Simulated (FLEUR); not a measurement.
# Sb (Pm-3m) in FLEUR: notebook, part 2 of 2

FLEUR MaX-R8.1 (later development tree). Earlier steps stand in the parts before.

## (3) Single point, PBE (cell strained at random at fixed volume)

inp.xml reads:

```xml
<?xml version="1.0" encoding="UTF-8" standalone="no"?>
<fleurInput fleurInputVersion="0.39">
   <comment>
      Sb                                                                                                  
   </comment>
   <calculationSetup>
      <cutoffs Kmax="3.8" Gmax="11.8" GmaxXC="11.8" numbands="0"/>
      <scfLoop itmax="60" minDistance="0.00001" maxIterBroyd="15" imix="Anderson" alpha="0.05" precondParam="0.0" spinf="2.0" sdNocoIR="T"/>
      <coreElectrons ctail="T" frcor="F" kcrel="0" coretail_lmax="0"/>
      <xcFunctional name="pbe" relativisticCorrections="F"/>
      <magnetism jspins="1"/>
      <soc l_soc="F" theta="0.0" phi="0.0" spav="F"/>
      <expertModes spex="0" secvar="F"/>
      <geometryOptimization l_f="T" forcealpha="1.0" forcemix="BFGS" epsdisp="0.0005" epsforce="0.0002"/>
      <ldaU l_linMix="F" mixParam="0.05" spinf="1.0"/>
   </calculationSetup>
   <cell>
      <bzIntegration valenceElectrons="21.0" mode="hist" fermiSmearingEnergy="0.00183747">
         <kPointListSelection listName="default-1"/>
         <!-- k-points included here -->
         <xi:include xmlns:xi="http://www.w3.org/2001/XInclude" href="kpts.xml"> </xi:include>
      </bzIntegration>
      <!-- symmetry operations included here -->
      <xi:include xmlns:xi="http://www.w3.org/2001/XInclude" href="sym.xml"> </xi:include>
      <bulkLattice scale="1.0">
         <bravaisMatrix>
            <row-1>    6.0151229765260235    -0.0173042221229622    -0.1497929207186682</row-1>
            <row-2>   -0.0173042221229622     5.9284639159041168    -0.1068337767281364</row-2>
            <row-3>   -0.1497929207186682    -0.1068337767281364     5.9770525540198323</row-3>
         </bravaisMatrix>
      </bulkLattice>
   </cell>
   <atomSpecies>
      <species name="Antimony (Sb)" element="Sb" atomicNumber="51">
         <mtSphere radius="2.66" gridPoints="879" logIncrement="0.015"/>
         <atomicCutoffs lmax="11" lnonsphr="8"/>
         <electronConfig flipSpins="F">
            <coreConfig>(1s1/2) (2s1/2) (2p1/2) (2p3/2) (3s1/2) (3p1/2) (3p3/2) (4s1/2) (3d3/2) (3d5/2)</coreConfig>
            <valenceConfig>(4p1/2) (4p3/2) (5s1/2) (4d3/2) (4d5/2) (5p1/2) (5p3/2)</valenceConfig>
            <stateOccupation state="(5p1/2)" spinUp="0.500000" spinDown="0.500000"/>
            <stateOccupation state="(5p3/2)" spinUp="1.000000" spinDown="1.000000"/>
         </electronConfig>
         <energyParameters s="5" p="5" d="5" f="4"/>
         <lo type="SCLO" l="1" n="4" eDeriv="0"/>
         <lo type="SCLO" l="1" n="4" eDeriv="1"/>
         <lo type="SCLO" l="2" n="4" eDeriv="0"/>
         <lo type="SCLO" l="2" n="4" eDeriv="1"/>
         <lo type="SCLO" l="0" n="5" eDeriv="2"/>
         <lo type="SCLO" l="3" n="4" eDeriv="2"/>
      </species>
   </atomSpecies>
   <atomGroups>
      <atomGroup species="Antimony (Sb)">
         <relPos label="                   1">.0000000000 .0000000000 .0000000000</relPos>
         <force calculate="T" relaxXYZ="TTT"/>
      </atomGroup>
   </atomGroups>
   <output dos="F" band="F" slice="F">
      <checks vchk="F" cdinf="F"/>
      <bandDOS minEnergy="-.5*Htr" maxEnergy="0.5*Htr" sigma="0.015" storeEVData="T"/>
      <vacuumDOS vacdos="F" integ="F" star="F" nstars="0" locx1="0.0" locy1="0.0" locx2="0.0" locy2="0.0" nstm="0" tworkf="0.0"/>
      <unfoldingBand unfoldBand="F" supercellX="1" supercellY="1" supercellZ="1"/>
      <plotting iplot="0" polar="F">
         <plot TwoD="T" vec1="  1.0  0.0  0.0" vec2="  0.0  1.0  0.0" vec3="  0.0  0.0  1.0" zero="  0.0  0.0  0.0" file="plot"/>
      </plotting>
      <chargeDensitySlicing numkpt="0" minEigenval="0.0" maxEigenval="0.0" nnne="0" pallst="F"/>
      <specialOutput eonly="F"/>
      <moessbauerParams electricFieldGradient="T" isomerShift="T" coreHyperfine="T" valenceHyperfine="T"/>
      <magneticCircularDichroism mcd="F" energyLo="-10.0" energyUp="0.0"/>
   </output>
  <!-- We include the file relax.xml here to enable relaxations (see documentation) -->
  <xi:include xmlns:xi="http://www.w3.org/2001/XInclude" href="relax.xml"> <xi:fallback/> </xi:include>
</fleurInput>
```

crystal.txt reads:

```
Sb
&input cartesian=F /
3.1830660000  -0.0091570000  -0.0792670000
-0.0091570000  3.1372080000  -0.0565340000
-0.0792670000  -0.0565340000  3.1629200000
1.8897261246
1.0 1.0 1.0

1
51 0.0035030000  0.0030650000  -0.0217410000

&kpt div1=8 div2=8 div3=8 gamma=T /
```

Potentials or basis: all-electron, FLAPW.

The run is started by

```sh
inpgen -f crystal.txt -profile fastHighL
# inp.xml edited to the form shown
fleur_MPI
```

What it wrote:

```text
Welcome to FLEUR        (www.flapw.de)
      MaX-Release 8.1          (www.max-centre.eu)

 ========== k-point set info ==========
 Selected k-point list: default-1
 k-point list type: mesh
 8 x 8 x 8
 Number of k points: 260

 ------------Calculation Setup---------------------------
 Number of MPI-tasks      :            1
 Number of PE/node        :            1
 Number of OMP-threads    :            1
 Most efficient MPI parallelization for:
           1           2           4           5          10          13          20          26          52          65         130         260
 Additional eigenvalue parallelization possible
 Number of basis functions:          248
 Approximate size of matrices (H+S) per k-point:         0.001 GB
 --------------------------------------------------------
 Iteration:     1   Distance:       4.48569395 me/bohr^3
 Iteration:     2   Distance:       4.20559766 me/bohr^3
 Iteration:     3   Distance:       1.23304874 me/bohr^3
 Iteration:     4   Distance:       0.12310943 me/bohr^3
 Iteration:     5   Distance:       0.10634749 me/bohr^3
 Iteration:     6   Distance:       0.00792886 me/bohr^3
 Iteration:     7   Distance:       0.00209217 me/bohr^3
 Iteration:     8   Distance:       0.00138650 me/bohr^3
 Iteration:     9   Distance:       0.00011537 me/bohr^3
 Iteration:    10   Distance:       0.00006920 me/bohr^3
 Iteration:    11   Distance:       0.00001311 me/bohr^3
 Iteration:    12   Distance:       0.00000224 me/bohr^3

 ********************************************************************
 Run finished successfully
 Stop message:
   Structural relaxation: Done
 ********************************************************************
```

out.xml (last iteration):

```text
<iteration numberForCurrentRun="   13" overallNumber="   13">
         <energyParameters units="Htr">
            <atomicEP atomType="1" spin="1" branch="5s" branchLowest="-5.07" branchHighest="0.45" value="-0.1111501752"/>
            <atomicEP atomType="1" spin="1" branch="5p" branchLowest="-3.34" branchHighest="1.07" value="0.1478428386"/>
            <atomicEP atomType="1" spin="1" branch="5d" branchLowest="-0.81" branchHighest="2.16" value="0.3738240628"/>
            <atomicEP atomType="1" spin="1" branch="4f" branchLowest="-9.99" branchHighest="1.63" value="0.5269278656"/>
            <loAtomicEP atomType="1" spin="1" branch="4p" branchLowest="-27.15" branchHighest="-3.34" value="-3.3495394712"/>
            <loAtomicEP atomType="1" spin="1" branch="4p" branchLowest="-27.15" branchHighest="-3.34" value="-3.3495394712"/>
            <loAtomicEP atomType="1" spin="1" branch="4d" branchLowest="-18.54" branchHighest="-0.81" value="-0.8308193975"/>
            <loAtomicEP atomType="1" spin="1" branch="4d" branchLowest="-18.54" branchHighest="-0.81" value="-0.8308193975"/>
            <loAtomicEP atomType="1" spin="1" branch="5s" branchLowest="-5.07" branchHighest="0.45" value="-0.1111501752"/>
            <loAtomicEP atomType="1" spin="1" branch="4f" branchLowest="-9.99" branchHighest="1.63" value="0.5269290757"/>
         </energyParameters>
         <eigenvalues>
            <eigenvaluesAt spin="1" ikpt="1" k_x="0.00000000" k_y="0.00000000" k_z="0.00000000">
                      -3.3397304594       -3.3396397607       -3.3394356059       -0.8374406752       -0.8370128942
                      -0.8320684501       -0.8320070301       -0.8318827780       -0.2061094090        0.3400174766
                       0.3497892356        0.3572064759        0.4899934164        0.4957645637        0.5265406442
                       0.8802747205        0.9034025906
            </eigenvaluesAt>
            <eigenvaluesAt spin="1" ikpt="2" k_x="0.00000000" k_y="0.00000000" k_z="0.12500000">
                      -3.3397363974       -3.3396390818       -3.3394401559       -0.8372996433       -0.8364416663
                      -0.8322211642       -0.8321729704       -0.8319334716       -0.1983128457        0.2721082362
                       0.3494963804        0.3634928516        0.4983631756        0.5223242597        0.5964418706
                       0.8161499353        0.8419115676
            </eigenvaluesAt>
            <eigenvaluesAt spin="1" ikpt="3" k_x="0.00000000" k_y="0.00000000" k_z="0.25000000">
                      -3.3397516476       -3.3396374218       -3.3394502397       -0.8372006420       -0.8348181390
                      -0.8326737738       -0.8326161128       -0.8319212489       -0.1758527487        0.1665134798
                       0.3688934162        0.3834858453        0.5189721486        0.5454294271        0.7203070753
                       0.7406694941        0.7642071489
            </eigenvaluesAt>
            <eigenvaluesAt spin="1" ikpt="4" k_x="0.00000000" k_y="0.00000000" k_z="0.37500000">
                      -3.3397680320       -3.3396358460       -3.3394591581       -0.8371314312       -0.8332865512
                      -0.8330959997       -0.8329790546       -0.8318887889       -0.1439476648        0.0809885905
                       0.3932692602        0.4085724506        0.5494278078        0.5813685876        0.6652542190
                       0.6841421055        0.7172172888
            </eigenvaluesAt>
         </eigenvalues>
         <bandgap value="0.0126527867" units="eV"/>
         <sumValenceSingleParticleEnergies value="-28.1226218575" units="Htr"/>
         <FermiEnergy value="0.2323943209" units="Htr"/>
         <valenceDensity>
            <mtCharges spin="1">
               <mtCharge atomType="1" total="19.0361180" s="1.4701029" p="7.5257458" d="10.0261540" f="0.0121941"/>
            </mtCharges>
            <spinDependentCharge spin="1" total="21.0000000" interstitial="1.9638820" mtSpheres="19.0361180"/>
            <totalCharge value="21.0000000000"/>
         </valenceDensity>
         <coreStates atomType="     1" atomicNumber=" 51" spin="1" kinEnergy="   6574.8074159681" eigValSum="  -3898.4092146064" lostElectrons=" 0.000022">
            <state n="1" l="0" j="0.5" energy="-1112.5849622803" weight="1.0000000000"/>
            <state n="2" l="0" j="0.5" energy="-168.9206364041" weight="1.0000000000"/>
            <state n="2" l="1" j="0.5" energy="-158.0027087887" weight="1.0000000000"/>
            <state n="2" l="1" j="1.5" energy="-148.7480627437" weight="2.0000000000"/>
            <state n="3" l="0" j="0.5" energy="-32.8024715844" weight="1.0000000000"/>
            <state n="3" l="1" j="0.5" energy="-28.3407404041" weight="1.0000000000"/>
            <state n="3" l="1" j="1.5" energy="-26.6329390359" weight="2.0000000000"/>
            <state n="4" l="0" j="0.5" energy="-5.0685650316" weight="1.0000000000"/>
            <state n="3" l="2" j="1.5" energy="-18.7574596489" weight="2.0000000000"/>
            <state n="3" l="2" j="2.5" energy="-18.4025333177" weight="3.0000000000"/>
         </coreStates>
         <allElectronCharges>
            <spinDependentCharge spin="1" total="51.0000000" interstitial="1.9639045" mtSpheres="49.0360955"/>
            <totalCharge value="50.9999999969"/>
         </allElectronCharges>
         <moessbauerParams unitsHFF="kG" unitsIS="e/bohr^3" unitsEFG="Htr/bohr^2">
            <coreIsomerShift atomType="1" isTotal="212647.00841">
               <shell n="1" l="0" isomerShift="184967.82647"/>
               <shell n="2" l="0" isomerShift="21848.97862"/>
               <shell n="2" l="1" isomerShift="550.51061"/>
               <shell n="3" l="0" isomerShift="4281.80663"/>
               <shell n="3" l="1" isomerShift="116.74551"/>
               <shell n="4" l="0" isomerShift="881.14056"/>
               <shell n="3" l="2" isomerShift="0.00002"/>
            </coreIsomerShift>
            <isomerShift atomType="1" nucleusRadius="0.0001171" averageDensity="212744.65329"/>
            <electricFieldGradient atomType="1" VXX="0.02190" VYY="0.21679" VZZ="-0.23869" asymParam="0.81650">
            </electricFieldGradient>
         </moessbauerParams>
         <totalEnergy                                    value="    -6483.5806533477" units="Htr">
            <sumOfEigenvalues                            value="    -3926.5318364640">
               <coreElectrons value="-3898.4092146064"/>
               <valenceElectrons value="-28.1226218575"/>
            </sumOfEigenvalues>
            <densityCoulombPotentialIntegral value="-10544.1578283903"/>
            <densityEffectivePotentialIntegral value="-10766.9674144718"/>
            <chargeDenXCDenIntegral value="-170.7129877521"/>
            <FockExchangeEnergyValence value="0.0000000000"/>
            <FockExchangeEnergyCore value="0.0000000000"/>
            <atomTypeDependentContributions atomType="1">
               <electronNucleiInteractionDifferentMTs value="7857.1751085697"/>
               <MadelungTerm value="-24.0492208387"/>
            </atomTypeDependentContributions>
            <tkbTimesEntropy value="0.0001955613"/>
            <freeEnergy value="-6483.5808489090"/>
            <extrapolationTo0K value="-6483.5807511283"/>
         </totalEnergy>
         <totalForcesOnRepresentativeAtoms units="Htr/bohr">
            <forceTotal atomType="1" x="0.000000" y="0.000000" z="0.000000" F_x="0.00000000" F_y="0.00000000" F_z="0.00000000"/>
         </totalForcesOnRepresentativeAtoms>
      </iteration>
```

Run time: 3.3 min. Hardware: 1 thread of Arm Neoverse V1, shared host; peak memory 0.1 GiB.

Results:

* Free energy: -176427.2227 eV
* Band gap on the k mesh: none (metal or under the smearing width)
* Valence electrons inside the program's atomic spheres: Sb 19.04 (radii Sb 2.66 bohr)

Core levels (eV from the Fermi level):
```
atom                                                                                                                                           levels
1 Sb  1s1/2 -30281.3, 2s1/2 -4602.9, 2p1/2 -4305.8, 2p3/2 -4054.0, 3s1/2 -898.9, 3p1/2 -777.5, 3p3/2 -731.0, 4s1/2 -144.2, 3d3/2 -516.7, 3d5/2 -507.1
```

The run has no spin-orbit coupling, so splittings on Sb are missing.
